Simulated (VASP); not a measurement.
# Ni (P-1) in VASP: convergence with PREC

Aim: find how far PREC must go before the results for Ni settle, at PBEsol. This setting moves, with any that are tied to it; all else stays.

Everything below comes from runs of VASP 6.6.1. Logs are shortened: lines on timing, memory, paths and dates and some standing lists are left out, and cuts for length are marked.

## 1. The cell of the first run

The typed cell holds 1 atom: a = 2.384 Å, b = 2.396 Å, c = 2.409 Å, α = 109.11°, β = 109.77°, γ = 109.48°.

This isn't the form of Ni at room conditions, which is fcc.

The cell isn't the ideal one: cell strained at random at fixed volume.

## 2. With PREC Low

Contents of INCAR:

```
ALGO     = Fast           # electronic algorithm
EDIFF    = 1E-6           # SCF threshold, eV
ENCUT    = 500            # plane-wave cutoff, eV
GGA      = PS             # functional
ISIF     = 2              # what is computed and relaxed
ISMEAR   = 1              # smearing method
ISPIN    = 2              # spin polarisation
LASPH    = True           # aspherical terms in the spheres
LCHARG   = False          # write CHGCAR
LMAXMIX  = 4              # l up to which the mixer works
LORBIT   = 11             # projections on sites
LREAL    = False          # projectors in reciprocal space
LWAVE    = False          # write WAVECAR
MAGMOM   = 1              # initial moments
NBANDS   = 15             # bands
NELM     = 150            # most SCF steps
PREC     = Low            # precision mode
SIGMA    = 0.1            # smearing width, eV
```

Contents of KPOINTS:

```
k-points
0
Gamma
  10 10 10
```

Contents of POSCAR:

```
Ni
1.0
   -1.3869960000      1.3678180000      1.3745810000
    1.3874270000     -1.3774870000      1.3846810000
    1.3987370000      1.3892270000     -1.3842500000
Ni
1
Direct
   -0.0043790000      0.0012260000      0.0071710000
```

Potentials or basis: VASP PAW PBE potentials, release 64 (Ni).

The run is started by

```sh
cat potpaw_PBE.64/Ni/POTCAR > POTCAR
mpirun -np 1 vasp_std > vasp.out
```

Run time: 2.5 min. Hardware: 1 thread of AMD EPYC 9R45 (Zen 5), shared host; peak memory 0.17 GiB.

Results:

```
Free energy                                           : -6.0271 eV
Pressure                                              : -3.2 GPa
Band gap on the k mesh                                : none (metal or under the smearing width)
Net moment                                            : 0.48 μB per cell
Site moments                                          : Ni +0.48 μB
Valence electrons inside the program's atomic spheres : Ni 9.37
```

## 3. With PREC Medium

INCAR, as its differences from that of step 2:

```diff
@@ -16,3 +16,3 @@
 NELM     = 150            # most SCF steps
-PREC     = Low            # precision mode
+PREC     = Medium         # precision mode
 SIGMA    = 0.1            # smearing width, eV
```

KPOINTS is that of step 2.

POSCAR is that of step 2.

Potentials or basis: VASP PAW PBE potentials, release 64 (Ni).

The run is started by

```sh
cat potpaw_PBE.64/Ni/POTCAR > POTCAR
mpirun -np 1 vasp_std > vasp.out
```

Wall time 2.6 min (1 thread of AMD EPYC 9R45 (Zen 5), shared host); peak memory 0.17 GiB.

What came out:

- Free energy: -6.0275 eV
- Pressure: -4.5 GPa
- Band gap on the k mesh: none (metal or under the smearing width)
- Net moment: 0.35 μB per cell
- Site moments: Ni +0.36 μB
- Valence electrons inside the program's atomic spheres: Ni 9.37

## 4. With PREC Single

INCAR, as its differences from that of step 3:

```diff
@@ -16,3 +16,3 @@
 NELM     = 150            # most SCF steps
-PREC     = Medium         # precision mode
+PREC     = Single         # precision mode
 SIGMA    = 0.1            # smearing width, eV
```

KPOINTS is that of step 3.

POSCAR is that of step 3.

The run is started by

```sh
cat potpaw_PBE.64/Ni/POTCAR > POTCAR
mpirun -np 1 vasp_std > vasp.out
```

It took 3.4 min on 1 thread of AMD EPYC 9R45 (Zen 5), shared host; peak memory 0.17 GiB.

What came out:

```
Free energy                                           : -6.0258 eV
Pressure                                              : -2.8 GPa
Band gap on the k mesh                                : none (metal or under the smearing width)
Net moment                                            : 0.63 μB per cell
Site moments                                          : Ni +0.60 μB
Valence electrons inside the program's atomic spheres : Ni 9.37
```

## 5. With PREC Normal

INCAR, as its differences from that of step 4:

```diff
@@ -16,3 +16,3 @@
 NELM     = 150            # most SCF steps
-PREC     = Single         # precision mode
+PREC     = Normal         # precision mode
 SIGMA    = 0.1            # smearing width, eV
```

KPOINTS is that of step 4.

POSCAR is that of step 4.

The run is started by

```sh
cat potpaw_PBE.64/Ni/POTCAR > POTCAR
mpirun -np 1 vasp_std > vasp.out
```

Wall time 2.6 min (1 thread of AMD EPYC 9R45 (Zen 5), shared host); peak memory 0.18 GiB.

What came out:

```yaml
Free_energy: -6.0269 eV
Pressure: -2.6 GPa
Band_gap_on_the_k_mesh: none (metal or under the smearing width)
Net_moment: 0.53 μB per cell
Site_moments: Ni +0.53 μB
Valence_electrons_inside_the_program's_atomic_spheres: Ni 9.37
```

## 6. With PREC High

INCAR, as its differences from that of step 5:

```diff
@@ -16,3 +16,3 @@
 NELM     = 150            # most SCF steps
-PREC     = Normal         # precision mode
+PREC     = High           # precision mode
 SIGMA    = 0.1            # smearing width, eV
```

KPOINTS is that of step 5.

POSCAR is that of step 5.

Potentials or basis: VASP PAW PBE potentials, release 64 (Ni).

The run is started by

```sh
cat potpaw_PBE.64/Ni/POTCAR > POTCAR
mpirun -np 1 vasp_std > vasp.out
```

Wall time 2.3 min (1 thread of AMD EPYC 9R45 (Zen 5), shared host); peak memory 0.17 GiB.

Results:

* Free energy: -6.0271 eV
* Pressure: -3.2 GPa
* Band gap on the k mesh: none (metal or under the smearing width)
* Net moment: 0.46 μB per cell
* Site moments: Ni +0.46 μB
* Valence electrons inside the program's atomic spheres: Ni 9.37

## 7. With PREC Accurate

INCAR, as its differences from that of step 6:

```diff
@@ -16,3 +16,3 @@
 NELM     = 150            # most SCF steps
-PREC     = High           # precision mode
+PREC     = Accurate       # precision mode
 SIGMA    = 0.1            # smearing width, eV
```

KPOINTS is that of step 6.

POSCAR is that of step 6.

Potentials or basis: VASP PAW PBE potentials, release 64 (Ni).

The run is started by

```sh
cat potpaw_PBE.64/Ni/POTCAR > POTCAR
mpirun -np 1 vasp_std > vasp.out
```

OUTCAR:

```text
EDIFF = 1E-6
   ENCUT = 500
   GGA = PS
   ISIF = 2
   ISMEAR = 1
   ISPIN = 2
   LASPH = True
   LORBIT = 11
   LREAL = False
   NELM = 150
   PREC = Accurate

 ion  position               nearest neighbor table
   1  0.996  0.001  0.007-

  LATTYP: Found a triclinic cell.
 ALAT       =     6.1832889952
 B/A-ratio  =     0.6330463891
 C/A-ratio  =     0.3878567649
 COS(alpha) =     0.0027008150
 COS(beta)  =     0.2584127175
 COS(gamma) =     0.9493197833

  Lattice vectors:

 A1 = (  -0.0230510000,  -5.5237590000,   2.7786000000)
 A2 = (  -0.0113100000,  -2.7667140000,   2.7689310000)
 A3 = (  -1.3991680000,  -1.3795580000,  -1.3750120000)

Analysis of symmetry for initial positions (statically):
=====================================================================
 Subroutine PRICEL returns:
 Original cell was already a primitive cell.

 Routine SETGRP: Setting up the symmetry group for a
 triclinic supercell.

 Subroutine GETGRP returns: Found  2 space group operations
 (whereof  1 operations were pure point group operations)
 out of a pool of  2 trial point group operations.

The static configuration has the point symmetry C_1 .
 The point group associated with its full space group is S_2 .

Analysis of symmetry for dynamics (positions and initial velocities):
=====================================================================
 Subroutine PRICEL returns:
 Original cell was already a primitive cell.

 Routine SETGRP: Setting up the symmetry group for a
 triclinic supercell.

 Subroutine GETGRP returns: Found  2 space group operations
 (whereof  1 operations were pure point group operations)
 out of a pool of  2 trial point group operations.

The dynamic configuration has the point symmetry C_1 .
 The point group associated with its full space group is S_2 .

Analysis of structural, dynamic, and magnetic symmetry:
=====================================================================
 Subroutine PRICEL returns:
 Original cell was already a primitive cell.

 Routine SETGRP: Setting up the symmetry group for a
 triclinic supercell.

 Subroutine GETGRP returns: Found  2 space group operations
 (whereof  1 operations were pure point group operations)
 out of a pool of  2 trial point group operations.

The overall configuration has the point symmetry C_1 .
 The point group associated with its full space group is S_2 .

 Subroutine INISYM returns: Found  2 space group operations
 (whereof  1 operations are pure point group operations),
 and found     1 'primitive' translations

----------------------------------------------------------------------------------------

                                     Primitive cell

  volume of cell :      10.5974

  direct lattice vectors                    reciprocal lattice vectors
    -1.386996000  1.367818000  1.374581000    -0.001589995  0.363989417  0.363691487
     1.387427000 -1.377487000  1.384681000     0.358861447 -0.000257430  0.362358791
     1.398737000  1.389227000 -1.384250000     0.357394294  0.361189437  0.001209854

  length of vectors
     2.384146999  2.395780789  2.408851368     0.514550601  0.509985782  0.508123956

  position of ions in fractional coordinates (direct lattice)
     0.995621000  0.001226000  0.007171000

  ion indices of the primitive-cell ions
   primitive index   ion index
                 1           1

----------------------------------------------------------------------------------------

 KPOINTS: k-points

Automatic generation of k-mesh.
[... 74 lines left out ...]
   POTIM  = 0.5000    time-step for ionic-motion
   TEBEG  =    0.0;   TEEND  =   0.0 temperature during run
   PSTRESS=    0.0 pullay stress
   NELECT =      10.0000    total number of electrons
   NUPDOWN=      -1.0000    fix difference up-down
   EMIN   =  10.00;   EMAX   =-10.00  energy-range for DOS
   EFERMI =   0.00;   METHOD = LEGACY
   ISMEAR =     1;   SIGMA  =   0.10  broadening in eV -4-tet -1-fermi 0-gaus
   EFERMI_NEDOS =   21; number of points for ismear=-14 and -15
   IALGO  =     68    algorithm
   IMIX   =      4    mixing-type and parameters
     AMIX     =   0.40;   BMIX     =  1.00
     AMIX_MAG =   1.60;   BMIX_MAG =  1.00
  volume/ion in A,a.u.               =      10.60        71.51
  Fermi-wavevector in a.u.,A,eV,Ry     =   1.605738  3.034405 35.081193  2.578395
  Thomas-Fermi vector in A             =   2.702037
   LORBIT       =     11    0 simple, 1 ext, 2 COOP (PROOUT), +10 PAW based schemes
   GGA     = PS    functional components
   LHFCALC =     F    Hartree Fock is set to
   AEXX    =    0.0000 exact exchange contribution
   IVDW    =     0    specifies the selected vdW correction
   LEPSILON=     F    determine dielectric tensor
   LRPA    =     F    only Hartree local field effects (RPA)
 spin polarized calculation
 RMM-DIIS sequential band-by-band and
 Methfessel and Paxton  Order N= 1 SIGMA  =   0.10
  energy-cutoff  :      500.00
  volume of cell :       10.60
 maximum number of plane-waves:       276
 NGX is ok and might be reduce to    18
   NGX =  9   NGY =  9   NGZ =  9

 number of electron      10.0000001 magnetization       0.5497079

 Free energy of the ion-electron system (eV)
  ---------------------------------------------------
  ext. energy  EPLUGINS =         0.00000000
  ---------------------------------------------------
  free energy    TOTEN  =        -6.02683275 eV

  energy without entropy =       -6.02554476  energy(sigma->0) =       -6.02640342

 E-fermi :   9.4419     XC(G=0): -13.5856

 val. band max:        9.4401308146   @ k =  -0.4000   0.1000   0.2000
 cond. band min:       9.4423534881   @ k =   0.5000   0.5000   0.0000
 fundamental gap:      0.0022226734
 Fermi energy:         9.4419441695

 spin component 1

 k-point     1 :       0.0000    0.0000    0.0000
  band No.  band energies     occupation
      1       0.3182      1.00000
      2       7.0304      1.00000
      3       7.0873      1.00000
      4       7.1445      1.00000
      5       8.5314      1.00000
      6       8.6055      1.00000
      7      35.9158      0.00000
      8      36.1505      0.00000
      9      36.3407      0.00000
     10      41.0954      0.00000
     11      41.2727      0.00000
     12      42.1309      0.00000
     13      42.4315      0.00000
     14      42.7432      0.00000
[... 403 lines left out ...]
      4       8.2392      1.00000
      5       8.3734      1.00000
      6       8.6908      1.00000
      7      25.6399      0.00000
      8      29.1690      0.00000
      9      32.4070      0.00000
     10      35.8097      0.00000
     11      39.6049      0.00000
     12      40.8340      0.00000
     13      47.0556      0.00000
     14      47.4381      0.00000
     15      52.2621      0.00000

 [... further k-points ...]

 spin component 2

 k-point     1 :       0.0000    0.0000    0.0000
  band No.  band energies     occupation
      1       0.3250      1.00000
      2       7.6834      1.00000
      3       7.7448      1.00000
      4       7.7987      1.00000
      5       9.0252      1.00000
      6       9.0767      1.00000
      7      35.8493      0.00000
      8      36.0835      0.00000
      9      36.2738      0.00000
     10      41.0650      0.00000
     11      41.2324      0.00000
     12      42.2988      0.00000
     13      42.6087      0.00000
     14      42.9203      0.00000
[... 403 lines left out ...]
      4       8.7465      1.00000
      5       9.0484      1.00000
      6       9.1880      1.00097
      7      25.7662      0.00000
      8      29.2433      0.00000
      9      32.5152      0.00000
     10      35.8364      0.00000
     11      39.6735      0.00000
     12      40.9011      0.00000
     13      47.0879      0.00000
     14      47.5235      0.00000
     15      52.3865      0.00000

 [... further k-points ...]

------------------------ aborting loop because EDIFF is reached ----------------------------------------

  FORCE on cell =-STRESS in cart. coord.  units (eV):
  Direction    XX          YY          ZZ          XY          YZ          ZX
  --------------------------------------------------------------------------------------
  -------------------------------------------------------------------------------------
  Total       -0.1213114     -0.1917302     -0.1858227     -0.0881949      0.0710925     -0.0051851
  in kB      -18.3405299    -28.9868388    -28.0936984    -13.3337891     10.7481635     -0.7839166
  external PRESSURE =     -25.1403557 kB  Pullay stress =       0.0000000 kB

 VOLUME and BASIS-vectors are now :
 -----------------------------------------------------------------------------
  energy-cutoff  :      500.00
  volume of cell :       10.60
      direct lattice vectors                 reciprocal lattice vectors
    -1.386996000  1.367818000  1.374581000    -0.001589995  0.363989417  0.363691487
     1.387427000 -1.377487000  1.384681000     0.358861447 -0.000257430  0.362358791
     1.398737000  1.389227000 -1.384250000     0.357394294  0.361189437  0.001209854

 POSITION                                       TOTAL-FORCE (eV/Angst)
 -----------------------------------------------------------------------------------
     -1.36919      1.37010      1.36033        -0.000000     -0.000000      0.000000
 -----------------------------------------------------------------------------------
    total drift:                                0.000057     -0.000003     -0.000040

  FREE ENERGIE OF THE ION-ELECTRON SYSTEM (eV)
  ---------------------------------------------------
  free  energy   TOTEN  =        -6.0268327499 eV

  energy  without entropy=       -6.0255447619  energy(sigma->0) =       -6.02640342

 total charge

# of ion       s       p       d       tot
------------------------------------------
    1        0.505   0.516   8.346   9.366

 magnetization (x)

# of ion       s       p       d       tot
------------------------------------------
    1       -0.005  -0.015   0.569   0.548
```

Run time: 3.3 min. Hardware: 1 thread of AMD EPYC 9R45 (Zen 5), shared host; peak memory 0.18 GiB.

Results:

```
Free energy                                           : -6.0268 eV
Pressure                                              : -2.5 GPa
Band gap on the k mesh                                : none (metal or under the smearing width)
Net moment                                            : 0.55 μB per cell
Site moments                                          : Ni +0.55 μB
Valence electrons inside the program's atomic spheres : Ni 9.37
```

## 8. Summary

| PREC | energy less the tightest run, at zero smearing (meV/atom) | pressure (GPa) | largest site moment (μB) | SCF cycles | CPU time (s) | peak memory (GiB) |
| --- | --- | --- | --- | --- | --- | --- |
| Low | 0.03 | -3.25 | 0.48 | 42 | 150 | 0.17 |
| Medium | -0.91 | -4.48 | 0.36 | 40 | 160 | 0.17 |
| Single | 0.72 | -2.81 | 0.60 | 27 | 200 | 0.17 |
| Normal | 0.02 | -2.61 | 0.53 | 40 | 160 | 0.18 |
| High | 0.00 | -3.15 | 0.46 | 20 | 140 | 0.17 |
| Accurate | 0.00 | -2.51 | 0.55 | 26 | 190 | 0.18 |

Against the tightest run, the energy stays within 1 meV/atom from Low on. Not settled before the last step: the pressure (to 0.1 GPa), the largest site moment (to 0.02 μB). The tightest run that finished is the yardstick and may itself not be fully converged.

Caveats: the PAW data sets were made with another functional, which shifts forces and pressure a little.
